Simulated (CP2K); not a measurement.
Runs of CP2K 2026.2 on Ge. It takes space group P4_32_12 (No. 96, tetragonal). The conventional cell has a = 5.930 Å, b = 5.930 Å, c = 6.980 Å, α = 90.00°, β = 90.00°, γ = 90.00°. Ge (site symmetry 1) is surrounded by 4 Ge at 2.44 to 2.55 Å. Ge (site symmetry 2) is surrounded by 4 Ge at 2.44 to 2.55 Å. This isn't the form of Ge at room conditions, which is diamond.

```csv
level,potentials or basis,smearing,NGRIDS,basis sets,potentials,points a segment of the path (NPOINTS),bands added on the path,gap on the mesh (eV),pressure (GPa),largest force (eV/Å)
TB-mBJ,POTENTIAL_UZH Ge GTH-PBE-q4; TZVP-MOLOPT-PBE-GTH basis,fermi-dirac 0.1 eV,5,Ge TZVP-MOLOPT-PBE-GTH-q4,Ge GTH-PBE-q4 of POTENTIAL_UZH,6,6,1.09,-,-
TASK,POTENTIAL_UZH Ge GTH-SCAN-q4; TZVP-MOLOPT-SCAN-GTH basis,fermi-dirac 0.1 eV,5,Ge TZVP-MOLOPT-SCAN-GTH-q4,Ge GTH-SCAN-q4 of POTENTIAL_UZH,6,6,1.06,-0.6,(a)
r2SCAN,POTENTIAL_UZH Ge GTH-SCAN-q4; TZVP-MOLOPT-SCAN-GTH basis,fermi-dirac 0.01 eV,4,Ge TZVP-MOLOPT-SCAN-GTH-q4,Ge GTH-SCAN-q4 of POTENTIAL_UZH,10,2,0.96,-2.3,0.83
SCAN,POTENTIAL_UZH Ge GTH-SCAN-q4; TZVP-MOLOPT-SCAN-GTH basis,fermi-dirac 0.0259 eV,4,Ge TZVP-MOLOPT-SCAN-GTH-q4,Ge GTH-SCAN-q4 of POTENTIAL_UZH,6,4,(b),-2.3,0.83
```

Alike in all rows: task band structure; no spin polarisation; cell as given; k mesh 5 × 5 × 4.

Fill in the values left out.

(a) 0.85; (b) 0.99.

Caveats: the mesh misses the band edges, which the band path finds closer together; the basis of atomic orbitals isn't converged, which shifts pressures, moduli and gaps; the potentials were made for another functional, which shifts forces and pressure (some runs); this is a model potential without an energy functional, so only levels have meaning (some runs).

A k mesh can miss the band edges, and the runs leave out spin-orbit coupling on Ge.
